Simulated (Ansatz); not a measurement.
# SnO2: a line through a two-coordinate scan

Aim: follow the energy of SnO₂ (R-3m, No. 166; 3 atoms in the cell) along one coordinate, lattice constant c, with the other held at lattice constant a (and b) = 3.072 Å.

Method: DFT PBE, scalar-relativistic, plane waves, PAW, in Ansatz 0.2.0.

19 further runs of the same task are left out: 19 set aside as unsound or not needed.

**1. Starting point**

Symmetry: R-3m, No. 166, trigonal system. The conventional cell has a = 3.234 Å, b = 3.234 Å, c = 14.755 Å, α = 90.00°, β = 90.00°, γ = 120.00°. Sn (site symmetry -3m) has 6 O at 2.12 Å as nearest neighbours. O (site symmetry 3m) has 3 Sn at 2.12 Å as nearest neighbours.

Structure file:

```
Sn O
1.0
     1.61677    0.93344    4.91826
    -1.61677    0.93344    4.91826
     0.00000   -1.86688    4.91826
Sn O
1 2
Direct
  0.50000 0.50000 0.50000
  0.23488 0.23488 0.23488
  0.76512 0.76512 0.76512
```

It goes back to an entry of the Materials Project, which need not be the stable form.

It is the result of an earlier relaxation at this level (volume 14.84 Å³/atom; gap on the mesh: 2.02 eV).

**2. The scan**

The energy is mapped over the lattice constants a and c of the conventional cell.

The axes are (1) lattice constant a (and b): 7 values from 3.072 to 3.395 Å; (2) lattice constant c: 7 values from 13.574 to 15.935 Å.

Nothing else is relaxed (fractional coordinates fixed). Energies count from the relaxed crystal. Points are written as (first, second).

**3. The run at (3.072 Å, 13.968 Å)**

Input file input.yaml:

```yaml
crystal:
  lattice:
    - [1.53595, 0.886781146, 4.6559333333]
    - [-1.53595, 0.886781146, 4.6559333333]
    - [0.0, -1.7735622919, 4.6559333333]
  atoms:
    - { symbol: Sn, position: [0.5, 0.5, 0.5] }
    - { symbol: O, position: [0.2348826742, 0.2348826742, 0.2348826742] }
    - { symbol: O, position: [0.7651173258, 0.7651173258, 0.7651173258] }
basis:
  ecutwfc: 520.0
kpoints:
  mp_grid: { grid: [12, 12, 12] }
hamiltonian:
  xc: pbe
  pseudopotentials: { kind: paw, azcp: { folder: soft_1 } }
scf:
  occupations: { method: gaussian, width: 0.05 }
output:
  forces: true
  stress: true
  eigenvalues: true
```

Command:

```sh
$ ansatz run input.yaml --threads 1 --pin off --max-ram 2048MiB --backend cpu --events-out ev --progress --plain --runs-dir out
```

The session goes on with these runs: the other points of the line.

Before running it: what results should come out? Wanted: for each run, lattice constant c; energy; slope; pressure; largest force on an atom.

**Answer**, as computed:

```
lattice constant c (Å)  step  energy (meV/atom)  slope (meV/atom per Å)  pressure (GPa)  band gap on the k-mesh (eV)  largest force on an atom (eV/Å)
                13.574     –                226                    −130            36.4                         3.21                             2.66
                13.968     3                180                    −106            31.2                         3.17                             2.18
                14.361     4                143                     −82            26.6                         3.12                             1.70
                14.755     5                115                     −60            22.3                         3.08                             1.24
                15.148     6                 96                     −38            18.5                         3.04                             0.79
                15.542     –                 85                     −18            15.0                         3.00                             0.35
                15.935     7                 82                       2            11.9                         2.96                             0.07
```

Energies count from the relaxed crystal. Rows without a step come from runs not printed here or follow by symmetry. Slopes come from the forces (and the stress, where the cell changes), not from differences of energies.

What this shows: The lowest point computed is at the end of the line, 15.935 Å, but the slope there points inward, so the minimum lies between it and the next point. The highest point computed, at 13.574 Å, lies 144 meV/atom above the lowest. This is one cut through a surface in two coordinates; the map's lowest point lies off it. With the other coordinates free, the energies away from the reference would be the same or lower.

These are semilocal Kohn-Sham gaps, which aren't the measured quantity. Such gaps usually fall short of the measured ones.
